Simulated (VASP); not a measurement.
# Si in VASP: one cell, several levels of theory, part 2 of 2

VASP 6.6.1, plane waves, PAW.

### Step 3. r2SCAN at this geometry

File INCAR:

```
ENCUT = 520.000000
SIGMA = 0.010000
EDIFF = 1.00e-07
ALGO = Normal
METAGGA = R2SCAN
PREC = Accurate
IBRION = -1
ISIF = 2
ISMEAR = 0
NBANDS = 16
NELM = 120
NSW = 0
LASPH = .TRUE.
LCHARG = .FALSE.
LWAVE = .FALSE.
LREAL = .FALSE.
```

File KPOINTS:

```
KPOINTS created by Atomic Simulation Environment
0
Gamma
12 12 4
0 0 0
```

File KPOINTS_OPT:

```
special points
7
Reciprocal
0.0000000000 0.0000000000 0.0000000000 1
0.5000000000 0.0000000000 0.0000000000 1
0.3333333333 0.3333333333 0.0000000000 1
0.0000000000 0.0000000000 0.5000000000 1
0.5000000000 0.0000000000 0.5000000000 1
0.3333333333 0.3333333333 0.5000000000 1
0.0000000000 0.5000000000 0.0000000000 1
```

File POSCAR:

```
Si
 1.0000000000000000
     3.8321295590073570    0.0000000000000000    0.0000000000000000
    -1.9160647795036785    3.3187215486936292    0.0000000000000000
     0.0000000000000000    0.0000000000000000    6.2143925231999999
 Si
   4
Cartesian
 -0.0000000000000000  2.2124810324624193 -0.0045121855187001
  1.9160647795036783  1.1062405162312097  3.1026840760812999
 -0.0000000000000000  2.2124810324624193  2.3349093817187008
  1.9160647795036783  1.1062405162312097  5.4421056433187003
```

Started as:

```
$ mpirun -np 1 vasp_std
```

Printed to the terminal (iteration lines stand in OSZICAR):

```text
POSCAR found type information on POSCAR Si
 POSCAR found :  1 types and       4 ions
 -----------------------------------------------------------------------------
|                                                                             |
|                                                                             |
|     You enforced a specific xc type in the INCAR file but a different       |
|     I HOPE YOU KNOW WHAT YOU ARE DOING!                                     |
|                                                                             |
 -----------------------------------------------------------------------------

 LDA part: xc-table for (None), standard interpolation
 POSCAR, INCAR and KPOINTS ok, starting setup
 FFT: planning ... GRIDC
 FFT: planning ... GRID_SOFT
 FFT: planning ... GRID
 WAVECAR not read
 entering main loop
 Start KPOINTS_OPT (optional k-point list driver)
k-point batch [1-7\7]
```

OSZICAR:

```text
N       E                     dE             d eps       ncg     rms          rms(c)
DAV:   1     0.126406577397E+02    0.12641E+02   -0.61961E+03  1824   0.852E+02
DAV:   2    -0.354638328871E+02   -0.48104E+02   -0.43454E+02  2480   0.125E+02
DAV:   3    -0.373502202483E+02   -0.18864E+01   -0.18725E+01  2488   0.233E+01
DAV:   4    -0.373703608072E+02   -0.20141E-01   -0.20138E-01  2256   0.312E+00
DAV:   5    -0.373706912254E+02   -0.33042E-03   -0.33040E-03  2488   0.378E-01    0.867E+00
DAV:   6    -0.350406401296E+02    0.23301E+01   -0.23023E-01  2208   0.304E+00    0.598E+00
DAV:   7    -0.350323420041E+02    0.82981E-02   -0.27705E-01  2096   0.273E+00    0.532E-01
DAV:   8    -0.350281472279E+02    0.41948E-02   -0.16499E-02  2192   0.693E-01    0.584E-01
DAV:   9    -0.350284738647E+02   -0.32664E-03   -0.66169E-04  2368   0.213E-01    0.991E-02
DAV:  10    -0.350285264560E+02   -0.52591E-04   -0.27446E-05  2240   0.408E-02    0.299E-02
DAV:  11    -0.350285308977E+02   -0.44417E-05   -0.32813E-06  2376   0.116E-02    0.606E-03
DAV:  12    -0.350285337230E+02   -0.28253E-05   -0.35255E-07  2264   0.378E-03    0.164E-03
DAV:  13    -0.350285334660E+02    0.25702E-06   -0.10408E-08  1448   0.684E-04    0.446E-04
DAV:  14    -0.350285332216E+02    0.24444E-06   -0.28791E-09  1232   0.356E-04    0.286E-04
DAV:  15    -0.350285331929E+02    0.28685E-07   -0.55965E-10  1160   0.157E-04
   1 F= -.35028533E+02 E0= -.35028533E+02  d E =-.592872E-46
       N       E                     dE             ncg
DAV:   1     0.196707960024E+04   -0.25335E+04      224
DAV:   2     0.163426794493E+04   -0.33281E+03      312
DAV:   3     0.162138981951E+04   -0.12878E+02      288
DAV:   4     0.162122930082E+04   -0.16052E+00      296
DAV:   5     0.162122648163E+04   -0.28192E-02      296
DAV:   6     0.162122640412E+04   -0.77515E-04      296
DAV:   7     0.162122640119E+04   -0.29300E-05      296
DAV:   8     0.162122640105E+04   -0.13853E-06      256
DAV:   9     0.162122640104E+04   -0.75677E-08      216
```

From OUTCAR:

```text
k-points           NKPTS =     57   k-points in BZ     NKDIM =     57   number of bands    NBANDS=     16

   NELECT =      16.0000    total number of electrons

   dimension x,y,z NGX =    30 NGY =   30 NGZ =   48
   dimension x,y,z NGXF=    60 NGYF=   60 NGZF=   96

  energy-cutoff  :      520.00
  volume of cell :       79.03
      direct lattice vectors                 reciprocal lattice vectors
     3.832129559  0.000000000  0.000000000     0.260951511  0.150660425  0.000000000
    -1.916064780  3.318721549  0.000000000     0.000000000  0.301320851  0.000000000
     0.000000000  0.000000000  6.214392523     0.000000000  0.000000000  0.160916774

 k-points in reciprocal lattice and weights: KPOINTS created by Atomic Simulation Env
   0.00000000  0.00000000  0.00000000       0.002
   0.08333333  0.00000000  0.00000000       0.010
   0.16666667 -0.00000000  0.00000000       0.010
   0.25000000  0.00000000  0.00000000       0.010
   0.33333333 -0.00000000  0.00000000       0.010
   0.41666667 -0.00000000  0.00000000       0.010
   0.50000000  0.00000000  0.00000000       0.005
   0.08333333  0.08333333  0.00000000       0.010
[... 49 more k-points ...]

 E-fermi :   6.2093

 k-point     1 :       0.0000    0.0000    0.0000
  band No.  band energies     occupation
      1      -6.7641      2.00000
      2      -4.2043      2.00000
      3      -1.4430      2.00000
      4       4.3865      2.00000
      5       4.3865      2.00000
      6       5.8879      2.00000
      7       6.1115      2.00000
      8       6.1115      2.00000
      9       7.3294      0.00000
     10       8.2121      0.00000
     11       8.2121      0.00000
     12       9.0235      0.00000
     13      10.4051      0.00000
     14      10.6040      0.00000
     15      10.6040      0.00000
     16      12.3203      0.00000

 k-point     2 :       0.0833    0.0000    0.0000
  band No.  band energies     occupation
      1      -6.6790      2.00000
      2      -4.1172      2.00000
      3      -1.3983      2.00000
      4       3.6964      2.00000
      5       4.2101      2.00000
      6       5.5001      2.00000
      7       5.7380      2.00000
      8       5.9523      2.00000
      9       7.7370      0.00000
     10       8.4337      0.00000
     11       8.4835      0.00000
     12       9.1265      0.00000
     13      10.3899      0.00000
     14      10.9338      0.00000
     15      11.0934      0.00000
     16      11.8389      0.00000

 k-point     3 :       0.1667   -0.0000    0.0000
  band No.  band energies     occupation
      1      -6.4259      2.00000
      2      -3.8577      2.00000
      3      -1.2940      2.00000
      4       2.4736      2.00000
      5       3.8168      2.00000
      6       4.2496      2.00000
      7       5.3133      2.00000
      8       5.5889      2.00000
      9       7.6105      0.00000
     10       9.0720      0.00000
     11       9.3716      0.00000
     12       9.6568      0.00000
     13      10.0062      0.00000
     14      11.0893      0.00000
     15      11.8068      0.00000
     16      12.0441      0.00000

 k-point     4 :       0.2500    0.0000    0.0000
  band No.  band energies     occupation
      1      -6.0127      2.00000
      2      -3.4325      2.00000
      3      -1.2675      2.00000
      4       1.4053      2.00000
      5       2.8876      2.00000
      6       3.4004      2.00000
      7       4.6845      2.00000
      8       5.1957      2.00000
      9       7.2920      0.00000
     10       9.4778      0.00000
     11       9.4988      0.00000
     12       9.8540      0.00000
     13      10.0887      0.00000
     14      11.5569      0.00000
     15      12.4358      0.00000
     16      13.0390      0.00000

 k-point     5 :       0.3333   -0.0000    0.0000
  band No.  band energies     occupation
      1      -5.4607      2.00000
      2      -2.8594      2.00000
      3      -1.6296      2.00000
      4       0.9256      2.00000
      5       1.5948      2.00000
      6       3.0634      2.00000
      7       3.9641      2.00000
      8       4.8736      2.00000
      9       6.9599      0.00000
     10       9.1442      0.00000
     11       9.5592      0.00000
     12       9.7474      0.00000
     13      10.3454      0.00000
     14      12.8210      0.00000
     15      13.5450      0.00000
     16      13.6621      0.00000

 k-point     6 :       0.4167   -0.0000    0.0000
  band No.  band energies     occupation
      1      -4.8392      2.00000
      2      -2.3502      2.00000
      3      -2.2021      2.00000
      4       0.4908      2.00000
      5       1.0357      2.00000
      6       2.8495      2.00000
      7       3.3035      2.00000
      8       4.6679      2.00000
      9       6.7118      0.00000
     10       8.9106      0.00000
     11       9.4885      0.00000
     12       9.5529      0.00000
     13      10.9338      0.00000
     14      13.1818      0.00000
     15      13.5218      0.00000
     16      14.6383      0.00000

 k-point     7 :       0.5000    0.0000    0.0000
  band No.  band energies     occupation
      1      -4.4668      2.00000
      2      -2.7934      2.00000
      3      -1.7939      2.00000
      4      -0.0682      2.00000
      5       1.1945      2.00000
      6       2.7766      2.00000
      7       2.9917      2.00000
      8       4.5976      2.00000
      9       6.6212      0.00000
     10       8.8299      0.00000
     11       9.4515      0.00000
     12       9.4939      0.00000
     13      11.2848      0.00000
     14      13.0400      0.00000
     15      13.2765      0.00000
     16      14.9600      0.00000

 k-point     8 :       0.0833    0.0833    0.0000
  band No.  band energies     occupation
      1      -6.5098      2.00000
      2      -3.9439      2.00000
      3      -1.3227      2.00000
      4       2.8562      2.00000
      5       3.8198      2.00000
      6       4.6503      2.00000
      7       5.4836      2.00000
      8       5.6185      2.00000
      9       8.0938      0.00000
     10       8.3462      0.00000
     11       9.3024      0.00000
     12       9.4436      0.00000
     13      10.6262      0.00000
     14      10.7863      0.00000
     15      11.3748      0.00000
     16      11.8830      0.00000

 k-point     9 :       0.1667    0.0833    0.0000
  band No.  band energies     occupation
      1      -6.1761      2.00000
      2      -3.6010      2.00000
      3      -1.2461      2.00000
      4       1.8327      2.00000
      5       3.2663      2.00000
      6       3.4526      2.00000
      7       5.0075      2.00000
      8       5.1280      2.00000
      9       7.9232      0.00000
     10       8.9996      0.00000
     11       9.6206      0.00000
     12      10.0517      0.00000
     13      10.2829      0.00000
     14      11.0090      0.00000
     15      11.7173      0.00000
     16      12.1745      0.00000

 k-point    10 :       0.2500    0.0833    0.0000
  band No.  band energies     occupation
      1      -5.6908      2.00000
      2      -3.0993      2.00000
      3      -1.3985      2.00000
      4       1.1072      2.00000
      5       2.1838      2.00000
      6       2.8051      2.00000
      7       4.3552      2.00000
      8       4.6955      2.00000
      9       7.6250      0.00000
     10       9.1338      0.00000
     11       9.8189      0.00000
     12      10.1578      0.00000
     13      10.1802      0.00000
     14      11.5570      0.00000
     15      13.0082      0.00000
     16      13.0772      0.00000

 k-point    11 :       0.3333    0.0833    0.0000
  band No.  band energies     occupation
      1      -5.0893      2.00000
      2      -2.4698      2.00000
      3      -1.9917      2.00000
      4       0.9907      2.00000
      5       1.0007      2.00000
      6       2.5089      2.00000
      7       3.6461      2.00000
      8       4.3897      2.00000
      9       7.3724      0.00000
     10       8.8033      0.00000
     11       9.5598      0.00000
     12      10.3034      0.00000
     13      10.6996      0.00000
     14      12.8343      0.00000
     15      13.2863      0.00000
     16      13.9488      0.00000

 k-point    12 :       0.4167    0.0833    0.0000
  band No.  band energies     occupation
      1      -4.5149      2.00000
      2      -2.6712      2.00000
      3      -1.8515      2.00000
      4       0.0958      2.00000
      5       1.1711      2.00000
      6       2.4189      2.00000
      7       3.0734      2.00000
      8       4.2331      2.00000
      9       7.2274      0.00000
     10       8.6014      0.00000
     11       9.4097      0.00000
     12      10.3562      0.00000
     13      11.2429      0.00000
     14      13.1615      0.00000
     15      13.2198      0.00000
     16      14.4287      0.00000

[... the tables of k-points 13 to 57 left out ...]

  Total        0.2653048      0.2653048      2.2224454      0.0000000     -0.0000000      0.0000000
  in kB        5.3783124      5.3783124     45.0538589      0.0000000     -0.0000000      0.0000000
  external PRESSURE =      18.6034945 kB  Pullay stress =       0.0000000 kB

 POSITION                                       TOTAL-FORCE (eV/Angst)
 -----------------------------------------------------------------------------------
      0.00000      2.21248      6.20988         0.000000     -0.000000      0.000352
      1.91606      1.10624      3.10268         0.000000      0.000000      0.000352
      0.00000      2.21248      2.33491        -0.000000      0.000000     -0.000352
      1.91606      1.10624      5.44211         0.000000     -0.000000     -0.000352
 -----------------------------------------------------------------------------------
    total drift:                                0.000000      0.000000      0.000000

  FREE ENERGIE OF THE ION-ELECTRON SYSTEM (eV)
  ---------------------------------------------------
  free  energy   TOTEN  =       -35.0285331929 eV

  energy  without entropy=      -35.0285331929  energy(sigma->0) =      -35.02853319
```

Hardware: 1 MPI rank of Intel Xeon Platinum 8488C, shared host.

The levels at the points of KPOINTS_OPT are read from vasprun.xml.

Levels at the named points, in eV from the top of band v (v: the last filled band by count, c: the next):

| point | v−1 | v | c | c+1 |
| --- | --- | --- | --- | --- |
| Γ | 0.00 | 0.00 | 1.22 | 2.10 |
| M | -3.12 | -1.51 | 0.51 | 2.72 |
| K | -3.78 | -3.46 | 1.01 | 5.66 |
| A | -1.06 | -1.06 | 2.06 | 2.06 |
| L | -2.48 | -2.48 | 1.20 | 1.20 |
| H | -2.02 | -2.02 | 2.00 | 2.00 |

The r2SCAN gap is 0.51 eV and indirect (Γ to M), with 1.22 eV as the least direct one. Pressure: 1.86 GPa; the forces vanish within 0.01 eV/Å.

### Step 4. Results

This closing draws on all 2 parts.

| level | gap (eV) | pressure (GPa) | Ansatz: gap (eV) | Ansatz: pressure (GPa) |
| --- | --- | --- | --- | --- |
| PBE | 0.32 | 3.21 | 0.31 | 3.30 |
| r2SCAN | 0.51 | 1.86 | 0.49 | 2.10 |

What this shows: The gap runs from 0.32 eV (PBE) to 0.51 eV (r2SCAN). The pressure is highest with PBE (3.2 GPa) and lowest with r2SCAN (1.9 GPa), which orders the cells that they would relax to. The two programs agree on the gap within 0.03 eV, far less than the spread between functionals. Each program uses its own PAW datasets and cutoff.
